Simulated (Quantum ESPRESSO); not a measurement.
Moving spin-orbit coupling in Au

```cif
data_structure
_symmetry_space_group_name_H-M 'Fm-3m'
_symmetry_Int_Tables_number 225
_cell_length_a 4.0700
_cell_length_b 4.0700
_cell_length_c 4.0700
_cell_angle_alpha 90.000
_cell_angle_beta 90.000
_cell_angle_gamma 90.000
_cell_volume 67.42
loop_
_atom_site_label
_atom_site_type_symbol
_atom_site_symmetry_multiplicity
_atom_site_Wyckoff_symbol
_atom_site_fract_x
_atom_site_fract_y
_atom_site_fract_z
_atom_site_occupancy
Au1 Au 4 a 0.00000 0.00000 0.00000 1
```

Kept alike: task band structure; functional PBEsol; k mesh 11 × 11 × 11; occupations fermi-dirac, width 0.05 eV. Program: Quantum ESPRESSO, potentials by row: PseudoDojo 0.4.1 SR PBEsol standard (off); PseudoDojo 0.4 FR PBEsol standard (on), cutoff 1034 eV. The mesh is that of the run's cell of 1 atom.

```csv
spin-orbit coupling,pressure (GPa)
off,1.26
on,0.29
```

Pressure is positive in compression; the values hold the error of the finite cutoff, so their zero can differ a little from the energy's minimum. For a metal such a mesh leaves the last digits unconverged.

Question: What does spin-orbit coupling change here?

Answer: The pressure runs from 0.29 (on) to 1.26 GPa (off).
